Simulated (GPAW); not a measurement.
NaCl: single point with PBE

The system is NaCl.

```
Cl Na
1.0
     3.50219    0.00000    0.00000
     0.00000    3.50219    0.00000
     0.00000    0.00000    3.50219
Cl Na
1 1
Direct
  0.50000 0.50000 0.50000
  0.00000 0.00000 0.00000
```

Measurements of this composition are mostly on another form, of space group No. 225.

* Program: GPAW 26.7.0
* Task: single point
* Functional: PBE
* Potentials or basis: GPAW PAW data sets (gpaw-data 1.2.1)
* Cutoff: 800 eV
* Basis: pw
* k mesh: 8 × 8 × 8
* Occupations: gaussian, width 0.011 eV
* Spin: no spin polarisation
* Maxiter: 150

* Pressure: 0.1 GPa
* Band gap on the k mesh: 3.98 eV, indirect (least direct gap 4.47 eV)

Levels at points of the mesh, in eV from the valence-band top:
| k point | band 5 | band 6 | band 7 | band 8 | band 9 | band 10 |
| --- | --- | --- | --- | --- | --- | --- |
| (0.00, 0.00, 0.00) | -0.49 | -0.49 | -0.49 | 3.98 | 8.53 | 8.53 |
| (0.50, 0.00, 0.00) | -2.94 | -0.26 | -0.26 | 6.91 | 8.57 | 10.40 |
| (0.50, 0.50, 0.00) | -2.26 | -2.26 | 0.00 | 5.53 | 9.83 | 11.04 |
| (0.50, 0.50, 0.50) | -1.84 | -1.84 | -1.84 | 7.10 | 7.10 | 7.10 |

Wall time 18 s on 1 thread of Arm Neoverse V1, with other jobs on the host, peak memory 0.17 GiB.

A k mesh can miss the band edges. Expect the measured gap to be larger: semilocal functionals such as PBE lack the derivative discontinuity.
